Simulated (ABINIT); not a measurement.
## GaN (P6_3mc): G0W0 with ABINIT, start to end

Wanted: ground state, empty states, screening and self-energy for GaN (P6_3mc).

Method: PBE and many-body steps on it, plane waves, in ABINIT 10.8.3.

The database entry behind the starting cell has ideal inner coordinates that were not refined, so it need not match the best structure at ambient conditions.

## (1) Starting point

It takes space group P6_3mc (No. 186, hexagonal). Conventional cell: a = 3.190 Å, b = 3.190 Å, c = 5.189 Å, α = 90.00°, β = 90.00°, γ = 120.00°. Nearest to Ga lie 4 N at 1.95 Å. N has 4 Ga at 1.95 Å nearest. Farther neighbours and most contacts between anions are not listed.

Coordinates:

```cif
data_structure
_symmetry_space_group_name_H-M 'P 1'
_symmetry_Int_Tables_number 1
_cell_length_a 3.1900
_cell_length_b 3.1900
_cell_length_c 5.1890
_cell_angle_alpha 90.000
_cell_angle_beta 90.000
_cell_angle_gamma 120.000
_cell_volume 45.73
loop_
_atom_site_label
_atom_site_type_symbol
_atom_site_fract_x
_atom_site_fract_y
_atom_site_fract_z
_atom_site_occupancy
Ga1 Ga 0.66667 0.33333 0.00000 1
Ga2 Ga 0.33333 0.66667 0.50000 1
N3 N 0.66667 0.33333 0.37500 1
N4 N 0.33333 0.66667 0.87500 1
```

The cell and positions come from the Crystallography Open Database and are kept as given unless a step says otherwise.

## (2) Ground state

This step: ABINIT 10.8.3; DFT, PBE, plane waves, norm-conserving pseudopotentials.

The ground-state density comes first.

run.abi

```
acell 3*1.0 Angstrom
rprim 
  3.190000000016 -0.000000000004 0.000000000000
  -1.595000000005 2.762621038088 0.000000000000
  0.000000000000 0.000000000000 5.189000000000
ntypat 2
znucl 31 7
natom 4
typat 1 1 2 2
xred 
  0.666666666667 0.333333333333 0.000000000000
  0.333333333333 0.666666666667 0.500000000000
  0.666666666667 0.333333333333 0.375000000000
  0.333333333333 0.666666666667 0.875000000000
pp_dirpath "pseudos"
pseudos "Ga.upf, N.upf"
ecut 45
ngkpt 6 6 4
nshiftk 1
shiftk 0 0 0
kptopt 1
chksymbreak 0
nband 32
occopt 1
tolvrs 1e-10
nstep 60
prtwf 0
optforces 0
optstress 0
indata_prefix "in"
outdata_prefix "out"
tmpdata_prefix "tmp"
```

Started as:

```
$ OMP_NUM_THREADS=1 mpirun -n 8 abinit run.abi > log
```

Numbers of over 12 decimals in the logs are rounded to 6 here.

Log:

```text
.Version 10.8.3 of ABINIT. v10.8.2 released Aug 2026.

 Symmetries : space group P6_3 m c (#186); Bravais hP (primitive hexag.)
================================================================================
 Values of the parameters that define the memory need of the present run
     intxc =       0    ionmov =       0      iscf =       7    lmnmax =       6
     lnmax =       6     mgfft =      60  mpssoang =       3    mqgrid =    3001
     natom =       4  nloc_mem =       1    nspden =       1   nspinor =       1
    nsppol =       1      nsym =      12    n1xccc =    2501    ntypat =       2
    occopt =       1   xclevel =       2
-    mband =          32        mffmem =           1         mkmem =           3
       mpw =        4506          nfft =       96000          nkpt =          21
================================================================================
  Rough estimation (10% accuracy) of disk space for files :
================================================================================

--------------------------------------------------------------------------------
------------- Echo of variables that govern the present computation ------------
--------------------------------------------------------------------------------
 -outvars: echo values of preprocessed input variables --------
            acell      1.8897261259E+00  1.8897261259E+00  1.8897261259E+00 Bohr

      chksymbreak           0
             ecut      4.50000000E+01 Hartree
-          fftalg         312

              ixc     -101130
              kpt      0.00000000E+00  0.00000000E+00  0.00000000E+00
                       1.66666667E-01  0.00000000E+00  0.00000000E+00
                       3.33333333E-01  0.00000000E+00  0.00000000E+00
                       5.00000000E-01  0.00000000E+00  0.00000000E+00
                       1.66666667E-01  1.66666667E-01  0.00000000E+00
                       3.33333333E-01  1.66666667E-01  0.00000000E+00
                       3.33333333E-01  3.33333333E-01  0.00000000E+00
                       0.00000000E+00  0.00000000E+00  2.50000000E-01
                       1.66666667E-01  0.00000000E+00  2.50000000E-01
   [... 10 further rows ...]
                       3.33333333E-01  1.66666667E-01  5.00000000E-01
                       3.33333333E-01  3.33333333E-01  5.00000000E-01
         kptrlatt        6    0    0      0    6    0      0    0    4
          kptrlen      3.61693581E+01
P           mkmem           3
            natom           4
            nband          32
            ngfft          40      40      60
             nkpt          21
            nstep          60
             nsym          12
           ntypat           2
              occ      2.000000  2.000000  2.000000  2.000000  2.000000  2.000000
                       2.000000  2.000000  2.000000  2.000000  2.000000  2.000000
                       2.000000  2.000000  2.000000  2.000000  2.000000  2.000000
                       2.000000  2.000000  2.000000  2.000000  2.000000  2.000000
                       2.000000  2.000000  0.000000  0.000000  0.000000  0.000000
                       0.000000  0.000000
        optforces           0
        optstress           0
            prtwf           0
            rprim      3.1900000000E+00 -4.0000000000E-12  0.0000000000E+00
[...]
spgroup         186

           tolvrs      1.00000000E-10

             xred      6.6666666667E-01  3.3333333333E-01  0.0000000000E+00
[...]
znucl       31.00000    7.00000

================================================================================

 chkinp: Checking input parameters for consistency.

================================================================================
== DATASET  1 ==================================================================
-   mpi_nproc: 8, omp_nthreads: 1 (-1 if OMP is not activated)

--- !DatasetInfo
iteration_state: {dtset: 1, }
dimensions: {natom: 4, nkpt: 21, mband: 32, nsppol: 1, nspinor: 1, nspden: 1, mpw: 4506, }
cutoff_energies: {ecut:  45.0, pawecutdg:  -1.0, }
electrons: {nelect:   5.20000000E+01, charge:   0.00000000E+00, occopt:   1.00000000E+00, tsmear:   1.00000000E-02, }

 Real(R)+Recip(G) space primitive vectors, cartesian coordinates (Bohr,Bohr^-1):
 R(1)=  6.0282263  0.0000000  0.0000000  G(1)=  0.1658863  0.0957745  0.0000000
 R(2)= -3.0141132  5.2205972  0.0000000  G(2)=  0.0000000  0.1915490  0.0000000
 R(3)=  0.0000000  0.0000000  9.8057889  G(3)=  0.0000000  0.0000000  0.1019806
 Unit cell volume ucvol=  3.0859741E+02 bohr^3
 Angles (23,13,12)=  9.00000000E+01  9.00000000E+01  1.20000000E+02 degrees

 getcut: wavevector=  0.0000  0.0000  0.0000  ngfft=  40  40  60
         ecut(hartree)=     45.000   => boxcut(ratio)=   2.02627

--- Pseudopotential description ------------------------------------------------
- Ga Generated using ONCVPSP code by D. R. Hamann
- 31.00000  21.00000  171031                  znucl, zion, pspdat
12 -101130 2 -1 1902                          pspcod,pspxc,lmax,lloc,mmax
     nproj     2     2     2
  pspatm : epsatm=   21.85474337
         --- l  ekb(1:nproj) -->
[...]
pspatm: atomic psp has been read  and splines computed

- N Generated using ONCVPSP code by D. R. Hamann
-  7.00000   5.00000  171031                  znucl, zion, pspdat
12 -101130 1 -1 1058                          pspcod,pspxc,lmax,lloc,mmax
     nproj     2     2     0
  pspatm : epsatm=    5.20977870
         --- l  ekb(1:nproj) -->
[...]
pspatm: atomic psp has been read  and splines computed

   2.81471030E+03                                ecore*ucvol(ha*bohr**3)
--------------------------------------------------------------------------------

_setup2: Arith. and geom. avg. npw (full set) are    4450.160    4450.144

================================================================================

--- !BeginCycle
iteration_state: {dtset: 1, }
solver: {iscf: 7, nstep: 60, nline: 4, wfoptalg: 0, }
tolerances: {tolvrs: 1.00E-10, }

     iter   Etot(hartree)      deltaE(h)  residm     vres2
 ETOT  1  -514.91241054123    -5.149E+02 5.658E-01 2.259E+03
 ETOT  2  -516.80333335610    -1.891E+00 4.036E-02 3.250E+03
 ETOT  3  -517.42656362396    -6.232E-01 1.014E-01 5.839E+01
 ETOT  4  -517.43277143139    -6.208E-03 5.667E-03 3.122E+01
 ETOT  5  -517.43610687166    -3.335E-03 3.358E-03 5.848E+00
 ETOT  6  -517.43717997071    -1.073E-03 1.205E-02 1.232E-01
 ETOT  7  -517.43719931203    -1.934E-05 1.934E-03 3.823E-02
 ETOT  8  -517.43720571057    -6.399E-06 8.764E-04 2.595E-03
 ETOT  9  -517.43720617804    -4.675E-07 1.286E-03 9.031E-05
 ETOT 10  -517.43720619561    -1.758E-08 4.232E-04 4.200E-07
 ETOT 11  -517.43720619571    -1.032E-10 4.766E-04 3.169E-09
 ETOT 12  -517.43720619571     3.752E-12 1.401E-04 1.619E-10
 ETOT 13  -517.43720619571     4.775E-12 1.580E-04 7.834E-12

 At SCF step   13       vres2   =  7.83E-12 < tolvrs=  1.00E-10 =>converged.

--- !ResultsGS
iteration_state: {dtset: 1, }
comment   : Summary of ground state results
lattice_vectors:
- [  6.0282263,  -0.0000000,   0.0000000, ]
- [ -3.0141132,   5.2205972,   0.0000000, ]
- [  0.0000000,   0.0000000,   9.8057889, ]
lattice_lengths: [   6.02823,    6.02823,    9.80579, ]
lattice_angles: [ 90.000,  90.000, 120.000, ] # degrees, (23, 13, 12)
lattice_volume:   3.0859741E+02
convergence: {deltae:  4.775E-12, res2:  7.834E-12, residm:  1.580E-04, diffor:  0.000E+00, }
etotal    :  -5.17437206E+02
entropy   :   0.00000000E+00
fermie    :   2.53663909E-01
cartesian_stress_tensor: null
pressure_GPa: null
xred      :
- [  6.6667E-01,   3.3333E-01,   0.0000E+00, Ga]
- [  3.3333E-01,   6.6667E-01,   5.0000E-01, Ga]
- [  6.6667E-01,   3.3333E-01,   3.7500E-01,  N]
- [  3.3333E-01,   6.6667E-01,   8.7500E-01,  N]
cartesian_forces: null
force_length_stats: {min: null, max: null, mean: null, }

 Integrated electronic density in atomic spheres:
 ------------------------------------------------
 Atom  Sphere_radius  Integrated_density
[...]
4        2.00000          5.25890326
================================================================================

 ----iterations are completed or convergence reached----

 Mean square residual over all n,k,spin=   45.715E-08; max=  15.795E-05
 reduced coordinates (array xred) for    4 atoms
       0.666666666667      0.333333333333      0.000000000000
       0.333333333333      0.666666666667      0.500000000000
       0.666666666667      0.333333333333      0.375000000000
       0.333333333333      0.666666666667      0.875000000000
 rms dE/dt=  0.0000E+00; max dE/dt=  0.0000E+00; dE/dt below (all hartree)
    1       0.000000000000      0.000000000000      0.000000000000
    2       0.000000000000      0.000000000000      0.000000000000
    3       0.000000000000      0.000000000000      0.000000000000
    4       0.000000000000      0.000000000000      0.000000000000

 cartesian coordinates (angstrom) at end:
    1      1.595000     0.920874     0.000000
    2      2e-12     1.841747     2.594500
    3      1.595000     0.920874     1.945875
    4      2e-12     1.841747     4.540375
 length scales=  1.889726125908  1.889726125908  1.889726125908 bohr
              =  1.000000000000  1.000000000000  1.000000000000 angstroms
 prteigrs : about to open file out_EIG
 Fermi (or HOMO) energy (hartree) =   0.25366   Average Vxc (hartree)=  -0.43114
 Eigenvalues (hartree) for nkpt=  21  k points:
 kpt#   1, nband= 32, wtk=  0.00694, kpt=  0.0000  0.0000  0.0000 (reduced coord)
  -4.97589   -4.97589   -3.16320   -3.16306   -3.16306   -3.16305   -3.16304   -3.16304
  -0.33265   -0.30063   -0.24456   -0.24373   -0.24373   -0.24156   -0.24156   -0.23496
  -0.23496   -0.23177   -0.23177   -0.18366   -0.00600    0.21541    0.21541    0.25131
   0.25366    0.25366    0.32419    0.41056    0.59120    0.61823    0.61823    0.65065
 prteigrs : prtvol=0 or 1, do not print more k-points.

--- !EnergyTerms
iteration_state     : {dtset: 1, }
comment             : Components of total free energy in Hartree
kinetic             :  2.55431677541856E+02
hartree             :  2.00907745564393E+02
xc                  : -5.79425709439312E+01
Ewald energy        : -2.70513489358838E+02
psp_core            :  9.12097848216284E+00
local_psp           : -5.33709696701023E+02
non_local_psp       : -1.20731850780325E+02
total_energy        : -5.17437206195706E+02
total_energy_eV     : -1.40801836758327E+04
band_energy         : -6.19806074437565E+01

== END DATASET(S) ==============================================================
================================================================================

 -outvars: echo values of variables after computation  --------
           etotal     -5.1743720620E+02
            nband          32
             nkpt          21
          spgroup         186
 [... the other variables as echoed above ...]

 Calculation completed.
```

It took 37 s on 8 MPI ranks of Arm Neoverse N1, shared host; peak memory 0.67 GiB; 4.9 min of CPU time.

This step gave:

```yaml
total_energy: -14080.1837 eV
gap: 1.919 eV
k_of_the_valence_top: 0, 0, 0
k_of_the_conduction_bottom: 0, 0, 0
least_direct_gap: 1.919 eV
```

The gap is direct, at Γ.

(Continued in part 2 of 3.)

[Paths, hosts, dates, memory and timing lines, banners, echoed tables and standing remarks are left out of the program output.]

[Logs are printed without paths, hosts, clocks, repeated set-up lines and the standing remarks that a program may print on its own settings, such as how far it seeks lower states.]

[Runs of the session that timed out or met a known fault of the program may be left out.]

[Hosts, paths, dates, database ids (printed as entryN), source tags and the programs' standing remarks are cut or masked in the printed files.]

[G0W0 gaps are taken among the corrected bands and points alone; a level outside them can change the order at an edge.]

[Where Ansatz stands beside ABINIT at settings called matched, ABINIT's density can come from a denser mesh and the files from another edition; pairs whose starting gaps differed by over 0.03 eV were left out, so agreement reads better than it is.]
